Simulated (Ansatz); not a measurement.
HfN:

```
Hf N
1.0
     3.13391    0.00000    0.00000
    -1.56695    2.71404    0.00000
     0.00000    0.00000    5.41677
Hf N
2 2
Direct
  0.33333 0.66667 0.25000
  0.66667 0.33333 0.75000
  0.00000 0.00000 0.50000
  0.00000 0.00000 0.00000
```

The cell comes from a database or a generator and needn't be the stable form of this composition.

Base run:

```yaml
Program: Ansatz 0.2.0
Functional: PBEsol
Potentials_or_basis: all-electron LAPW, scalar-relativistic
Cutoff: 315 eV
Density_cutoff: 1261 eV
Basis_error_allowed: 0.002 eV/atom
k_mesh: 10 × 10 × 5
Occupations: fermi-dirac, width 0.05 eV
Spin: no spin polarisation
```

Its results: pressure -2.4 GPa.

Question: After a change of settings the same cell gave: pressure 10.0 GPa. Which change was it?
A. potentials or basis from all-electron LAPW, scalar-relativistic to all-electron PAW datasets made for the crystal
B. k mesh from 10 × 10 × 5 to 6 × 6 × 3; occupations from fermi-dirac, width 0.05 eV to fermi-dirac, width 0.03 eV
C. potentials or basis from all-electron LAPW, scalar-relativistic to all-electron LAPW, non-relativistic
D. k mesh from 10 × 10 × 5 to 8 × 8 × 4

Answer: C.

Caveats: relativity is left out, which matters for the heavier elements (some runs).

Not every run made on this cell is shown here.
